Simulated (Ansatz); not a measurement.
All numbers below come from Ansatz, DFT PBE, scalar-relativistic, plane waves, PAW. Settings of the last relaxation (8-atom cell): 420 eV, 4×4×8 k points, Gaussian smearing of 0.02 eV, no spin polarisation.

Formation energies are uncorrected and count from the elements' standard states at the same level.

Question: Give a relaxed trial structure of a tetragonal wide-gap insulator that holds N and 1 more element, with a gap near 3.7 eV, a formation energy near −1.34 eV/atom and a density near 3.07 g/cm³, in a cell of 8 atoms. Its symmetry should be P4_2/mnm (No. 136).

Answer: AlN, space group P4_2/mnm (No. 136). Around Al lie 4 N at 1.88–1.93 Å; N has 4 Al at 1.88–1.93 Å.

```
CELL_PARAMETERS angstrom
5.32911 0.00000 0.00000
0.00000 5.32911 0.00000
0.00000 0.00000 3.12184
ATOMIC_POSITIONS crystal
Al 0.67699 0.67699 0.00000
Al 0.17699 0.82301 0.50000
Al 0.82301 0.17699 0.50000
Al 0.32301 0.32301 0.00000
N 0.81542 0.81542 0.50000
N 0.18458 0.18458 0.50000
N 0.68458 0.31542 0.00000
N 0.31542 0.68458 0.00000
```

- Volume per atom: 11.08 Å³
- Density: 3.07 g/cm³
- Formation energy: −1.338 eV/atom
- Gap on the 4×4×8 mesh of the 8-atom cell: 3.74 eV

The cell was found from a structure generator's guess, not taken from experiment. Other answers may fit too; this one was computed.

Kohn–Sham gaps at this level usually fall short of measured ones. A later test with randomly moved atoms came back to the same energy, though modes that don't fit the test's cell weren't probed.
